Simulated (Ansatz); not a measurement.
# Bi (I4/mcm) in Ansatz: reference runs

Reference runs on Bi: the cell as given and a disturbed copy.

All numbers are computed with Ansatz 0.2.0; they aren't measurements. Logs are shortened: lines on timing, memory, paths and dates and some standing lists are left out, and cuts for length are marked.

## (1) The structure

Symmetry: I4/mcm, No. 140, tetragonal system. The conventional cell has a = 8.899 Å, b = 8.899 Å, c = 4.131 Å, α = 90.00°, β = 90.00°, γ = 90.00°. Bi (site symmetry m2m) has 7 Bi at 3.31 to 3.67 Å as nearest neighbours.

This isn't the form of Bi at room conditions, which is rhombohedral.

## (2) Single point, PBEsol

Input file input.yaml:

```yaml
crystal:
  lattice:
    - [-4.449748, 4.449748, 2.065632]
    - [4.449748, -4.449748, 2.065632]
    - [4.449748, 4.449748, -2.065632]
  atoms:
    - { symbol: Bi, position: [0.1456555, 0.3543445, 0.5] }
    - { symbol: Bi, position: [0.8543445, 0.6456555, 0.5] }
    - { symbol: Bi, position: [0.6456555, 0.1456555, 0.791311] }
    - { symbol: Bi, position: [0.3543445, 0.8543445, 0.208689] }
kpoints:
  mp_grid: { grid: [7, 7, 7] }
scf:
  occupations: { method: fermi_dirac, width: 0.05 }
hamiltonian:
  xc: pbesol
  pseudopotentials: { kind: all_electron, lapw: { basis_error: 0.001 } }
output:
  forces: true
  stress: true
  eigenvalues: true
  populations: true
```

Potentials or basis: all-electron LAPW, scalar-relativistic.

Run with:

```sh
$ ansatz run input.yaml --threads 2 --pin off --max-ram 8192MiB --backend cpu --events-out ev --progress --plain --runs-dir out
```

The program printed:

```text
Warning: RAYON_NUM_THREADS=2 ignored (pool sized by the plan → 2); use --threads N
Bi: projections on atomic orbitals take those of the free atom 1s2 2s2 2p6 3s2 3p6 3d10 4s2 4p6 4d10 4f14 5s2 5p6 5d10 6s2 6p3, of charge +0.00 (hamiltonian.pseudopotentials.projection_atoms)
LAPW: plane waves up to 6.775 Å⁻¹, error target 1.0e-3 eV per atom; small_component_spin mean_spin; Bi in spheres of 1.657 Å, 37 of its electrons in bands, Dirac shells [] (how accurate: hamiltonian.pseudopotentials.lapw.basis_error, Limitations)
Engine: ansatz 0.2.0, x86_64-unknown-linux-gnu
Pseudopotentials: kind: all_electron
Pseudopotential: Bi, LAPW, valence charge 37, lapw/all_electron/scalar/gaussian/Bi, Koelling and Harmon's equation, gaussian nucleus
Functional definition: PBEsol
  exchange = pbesol_x
  correlation = pbesol_c
Crystal: 4 atoms, lattice volume = 163.600 Å³
Basis set: ecut = 174.89329021633446 eV, 861 PW (Γ), FFT grids on a1+a2, a2, a3, exchange–correlation at level 2
Bands: 89, of which v1, the nominal top of the filled ones, is band 74 counted from 1 (73 counted from 0)
Symmetry: 16 space group operations
Space group: I4/mcm (ITA 140), of the structure as read, at distance tolerance 5.5e-5 Å
k-points: 40 of 343
Non-local potential: Bi, projectors of the file, none
Initial density: superposition of atomic densities (chi_scale 0.1, normalization cell)
Initial wavefunctions: plane waves of lowest kinetic energy (no species holds an atomic orbital)
Functional: x = pbesol(κ = 0.804, μ = 0.12345679012345678), c = pbesol(β = 0.046)
iter 1 solved again at ethr=1.00e-4 eV; its pass at ethr=1.00e-1 eV (dr2=1.49e-1 eV) is discarded
SCF iter   1: F=—  HF=-2342204.998745 eV  |F-HF|=—  |Δ(HF+E_count)|=         —  Δρ=6.56e-3  dr2=1.49e-1  ethr=1.00e-4  ⟨swp⟩=3.0  Hψ=22114  notcnv=0
preconditioner: auto → LDOS  [metal: Δε(μ)=0.053 eV  Ē_g=22.233 eV  σ=0.050 eV  W_gap=0.26  n_scr=52 (ndim 8)  ℏωp=22.5 eV  f_vac=0.269  D(μ)=3.28/eV (n_scr^D=16)  β→1.0]
SCF iter   2: F=—  HF=-2342204.974746 eV  |F-HF|=—  |Δ(HF+E_count)|=   2.40e-2  Δρ=2.89e-3  dr2=3.72e-2  ethr=1.00e-4  ⟨swp⟩=3.0  Hψ=11250  notcnv=0
SCF iter   3: F=—  HF=-2342204.958077 eV  |F-HF|=—  |Δ(HF+E_count)|=   1.67e-2  Δρ=1.20e-3  dr2=9.74e-3  ethr=2.51e-5  ⟨swp⟩=3.0  Hψ=11175  notcnv=0
iter 4 solved again at ethr=3.16e-7 eV; its pass at ethr=6.58e-6 eV (dr2=4.68e-4 eV) is discarded
SCF iter   4: F=—  HF=-2342204.953186 eV  |F-HF|=—  |Δ(HF+E_count)|=   4.89e-3  Δρ=2.94e-4  dr2=4.68e-4  ethr=3.16e-7  ⟨swp⟩=2.0  Hψ=17738  notcnv=0
SCF iter   5: F=—  HF=-2342204.952981 eV  |F-HF|=—  |Δ(HF+E_count)|=   2.05e-4  Δρ=9.62e-5  dr2=5.92e-5  ethr=3.16e-7  ⟨swp⟩=2.0  Hψ=10469  notcnv=0
SCF iter   6: F=—  HF=-2342204.952978 eV  |F-HF|=—  |Δ(HF+E_count)|=   2.92e-6  Δρ=2.61e-5  dr2=2.27e-6  ethr=4.00e-8  ⟨swp⟩=2.2  Hψ=10480  notcnv=0
SCF iter   7: F=—  HF=-2342204.952978 eV  |F-HF|=—  |Δ(HF+E_count)|=   5.83e-7  Δρ=9.96e-6  dr2=3.17e-7  ethr=1.53e-9  ⟨swp⟩=3.0  Hψ=10725  notcnv=0
SCF iter   8: F=-2342204.952978 eV  HF=-2342204.952978 eV  |F-HF|=9.31e-10  |Δ(HF+E_count)|=   1.28e-7  Δρ=1.89e-6  dr2=1.07e-8  ethr=2.14e-10  ⟨swp⟩=3.0  Hψ=10738  notcnv=0
SCF 1 converged in 8 iterations: F = -2342204.952978 eV  dr2 = 1.07e-8
SCF converged after 8 iterations
Free energy (F): -2342204.952978 eV
Harris-Foulkes:  -2342204.952978 eV  (|F-HF|=9.31e-10)
Internal energy: -2342204.925765 eV  (E = F + TS)
E sigma→0 (E₀):  -2342204.939371 eV
Entropy (-TS):   -0.027213 eV (-6.803 meV/atom)
Fermi energy:    10.858378 eV
--- Per-component energies (eV) ---
  E_band       = -11140.085747
  E_kinetic    = 2711147.309715
  E_xc         = -42596.714864
  E_electrostatic = -5010755.520616  (all electrons and nuclei)
  E_smearing   = -0.027213  (= −TS)
  E_closure    = 0.000000  (closes the sum)
  E_atoms      = -2342188.726400  (free atoms, spherical and without spin; not in F)
  Σ components = -2342204.952978   (vs F -2342204.952978, Δ=0.00e0)
  Basis errors (estimates in eV, not in F): energy 3.4e-4 per atom: plane waves 3.2e-4 (1.8e-4 summed), levels above the bands 2.1e-81, relativity 2.4e-8, radial functions 1.9e-5, core shells 2.8e-9; eigenvalues (radial functions only) 9.0e-7; not estimated: angular momenta, meshes, grids; target (lapw.basis_error) 1.0e-3; muffin-tin radii Bi 1.657 Å
--- Forces (eV/Å), atoms counted from 1 ---
  atom   1  Bi     0.08581410    -0.08581410    -0.00000000
  atom   2  Bi    -0.08581410     0.08581410    -0.00000000
  atom   3  Bi    -0.08581410    -0.08581410     0.00000000
  atom   4  Bi     0.08581410     0.08581410     0.00000000
  max |Σ_I F_I| component: 2.78e-17 eV/Å
--- Stress (GPa, compression-positive) ---
       -1.636244       0.000000       0.000000
        0.000000      -1.636244       0.000000
        0.000000       0.000000      -2.056857
  P = ⅓ Tr σ = -1.7764 GPa (-17.764 kbar)
--- Band table (eV; the first three rows and the last of 40) ---
  k-point 0: bands = ["-142.3236", "-142.3235", "-142.3235", "-142.3235", "-137.4859", "-137.4859", "-137.4859", "-137.4859", "-137.4857", "-137.4857", "-137.4857", "-137.4857", "-137.4812", "-137.4812", "-137.4812", "-137.4812", "-137.4792", "-137.4792", "-137.4792", "-137.4792", "-137.4778", "-137.4778", "-137.4778", "-137.4778", "-137.4730", "-137.4730", "-137.4730", "-137.4730", "-137.4729", "-137.4729", "-137.4729", "-137.4729", "-80.5350", "-80.5349", "-80.5349", "-80.5335", "-80.5243", "-80.5229", "-80.5223", "-80.5223", "-80.5145", "-80.5139", "-80.5139", "-80.5131", "-12.0220", "-12.0220", "-11.9989", "-11.9769", "-11.9769", "-11.9760", "-11.9511", "-11.9468", "-11.9157", "-11.8877", "-11.8807", "-11.8807", "-11.8476", "-11.8445", "-11.8445", "-11.8381", "-11.8381", "-11.8055", "-11.8036", "-11.7421", "-2.1754", "0.5961", "0.9688", "0.9688", "6.4921", "9.1079", "9.6076", "9.6076", "10.2804", "10.4409", "10.8225", "10.8225", "13.8334", "13.8334", "14.0145", "14.5304", "15.8304", "16.9789", "16.9789", "18.4706", "18.5966", "19.3251", "19.3251", "19.5505", "20.8704"]
  k-point 1: bands = ["-142.3236", "-142.3235", "-142.3235", "-142.3235", "-137.4859", "-137.4859", "-137.4859", "-137.4859", "-137.4857", "-137.4857", "-137.4857", "-137.4857", "-137.4812", "-137.4812", "-137.4812", "-137.4812", "-137.4792", "-137.4792", "-137.4792", "-137.4792", "-137.4778", "-137.4778", "-137.4778", "-137.4778", "-137.4730", "-137.4730", "-137.4730", "-137.4730", "-137.4729", "-137.4729", "-137.4729", "-137.4729", "-80.5352", "-80.5349", "-80.5347", "-80.5335", "-80.5242", "-80.5230", "-80.5223", "-80.5222", "-80.5145", "-80.5139", "-80.5138", "-80.5131", "-12.0283", "-12.0232", "-11.9967", "-11.9848", "-11.9750", "-11.9672", "-11.9519", "-11.9431", "-11.9202", "-11.8892", "-11.8782", "-11.8756", "-11.8510", "-11.8483", "-11.8381", "-11.8380", "-11.8355", "-11.8079", "-11.8008", "-11.7457", "-2.1239", "0.2475", "0.9737", "1.2344", "6.6807", "8.7476", "9.4724", "9.9797", "10.0232", "10.5088", "10.8195", "11.2624", "13.4825", "13.8053", "14.5032", "14.6440", "15.5782", "16.3037", "17.0109", "18.0483", "18.7139", "19.1491", "19.2736", "20.4135", "20.6729"]
  k-point 2: bands = ["-142.3236", "-142.3236", "-142.3235", "-142.3235", "-137.4859", "-137.4859", "-137.4859", "-137.4859", "-137.4857", "-137.4857", "-137.4857", "-137.4857", "-137.4812", "-137.4812", "-137.4812", "-137.4812", "-137.4792", "-137.4792", "-137.4792", "-137.4792", "-137.4778", "-137.4778", "-137.4778", "-137.4778", "-137.4730", "-137.4730", "-137.4730", "-137.4730", "-137.4729", "-137.4729", "-137.4729", "-137.4729", "-80.5353", "-80.5349", "-80.5344", "-80.5336", "-80.5241", "-80.5232", "-80.5223", "-80.5222", "-80.5145", "-80.5139", "-80.5138", "-80.5131", "-12.0401", "-12.0254", "-11.9921", "-11.9913", "-11.9701", "-11.9588", "-11.9531", "-11.9371", "-11.9292", "-11.8926", "-11.8755", "-11.8652", "-11.8558", "-11.8522", "-11.8379", "-11.8339", "-11.8213", "-11.8146", "-11.7957", "-11.7564", "-1.9857", "-0.2243", "0.9848", "1.4981", "7.1768", "8.3526", "9.1831", "9.6559", "10.5399", "10.5881", "10.8127", "11.9845", "13.0853", "13.8124", "14.8562", "14.8566", "14.9451", "16.0708", "17.0562", "17.1024", "18.9971", "19.0137", "19.0581", "19.8647", "20.2861"]
  k-point 39: bands = ["-142.3236", "-142.3236", "-142.3236", "-142.3235", "-137.4859", "-137.4859", "-137.4859", "-137.4859", "-137.4857", "-137.4857", "-137.4857", "-137.4857", "-137.4812", "-137.4812", "-137.4812", "-137.4812", "-137.4792", "-137.4792", "-137.4792", "-137.4792", "-137.4778", "-137.4778", "-137.4778", "-137.4778", "-137.4730", "-137.4730", "-137.4730", "-137.4730", "-137.4729", "-137.4729", "-137.4729", "-137.4729", "-80.5356", "-80.5343", "-80.5342", "-80.5340", "-80.5236", "-80.5234", "-80.5230", "-80.5217", "-80.5146", "-80.5138", "-80.5138", "-80.5132", "-12.0956", "-12.0071", "-11.9778", "-11.9584", "-11.9563", "-11.9520", "-11.9476", "-11.9375", "-11.9293", "-11.8963", "-11.8954", "-11.8914", "-11.8643", "-11.8489", "-11.8331", "-11.8317", "-11.8243", "-11.7860", "-11.7843", "-11.7792", "-1.3486", "-0.5637", "-0.4498", "2.6359", "7.3390", "8.9879", "8.9993", "9.3591", "10.3210", "11.8854", "12.1891", "12.1994", "12.7514", "12.9445", "13.2189", "13.7575", "15.3784", "15.6442", "16.1701", "17.2282", "17.5082", "18.5525", "19.0956", "19.5578", "20.2230"]
--- Löwdin populations: 4 sites ---
  site symbol       q [e]
     0     Bi     82.9692
     1     Bi     82.9692
     2     Bi     82.9692
     3     Bi     82.9692
  spilling = 0.000371 (of n_electrons = 332.000000)
```

Wall time 14 s (2 threads of AMD EPYC 9R45 (Zen 5), shared host); peak memory 0.78 GiB.

What came out:

| Quantity | Value |
| --- | --- |
| Free energy | -2342204.9530 eV |
| Pressure | -1.8 GPa |
| Largest force | 0.121 eV/Å |
| Band gap on the k mesh | none (metal or under the smearing width) |

Forces on the atoms (eV/Å):
```
Bi   0.086 -0.086  0.000
Bi  -0.086  0.086  0.000
Bi  -0.086 -0.086  0.000
Bi   0.086  0.086  0.000
```

Stress tensor (GPa, compression positive):
```
-1.64  0.00  0.00
 0.00 -1.64  0.00
 0.00  0.00 -2.06
```

Levels at points of the mesh, in eV from the Fermi level:
| k point | band 70 | band 71 | band 72 | band 73 | band 74 | band 75 | band 76 | band 77 | band 78 | band 79 |
| --- | --- | --- | --- | --- | --- | --- | --- | --- | --- | --- |
| (0.00, 0.00, 0.00) | -1.75 | -1.25 | -1.25 | -0.58 | -0.42 | -0.04 | -0.04 | 2.98 | 2.98 | 3.16 |

Caveat: spin-orbit coupling is left out, which moves the levels of the heavy elements.

## (3) Equation of state, PBEsol

Potentials or basis: all-electron LAPW, scalar-relativistic.

This step only gathers the single runs of the series.

Results:

- Equilibrium volume: 39.04 Å³/atom
- Bulk modulus at fixed shape and positions: 42 GPa
- Pressure derivative of the bulk modulus: 4.4

Energy against volume, from the lowest point:
| volume (Å³/atom) | energy (meV/atom) |
| --- | --- |
| 38.446 | 1.05 |
| 39.264 | 0.00 |
| 40.082 | 3.34 |
| 40.900 | 10.61 |
| 41.718 | 21.37 |
| 42.536 | 35.23 |
| 43.354 | 51.92 |

Caveat: the cell was scaled at fixed shape and fractional positions, which overstates the stiffness of a crystal with free parameters, most of all of layers and chains; spin-orbit coupling is left out, which moves the levels of the heavy elements.

[end of part 1 of 2]
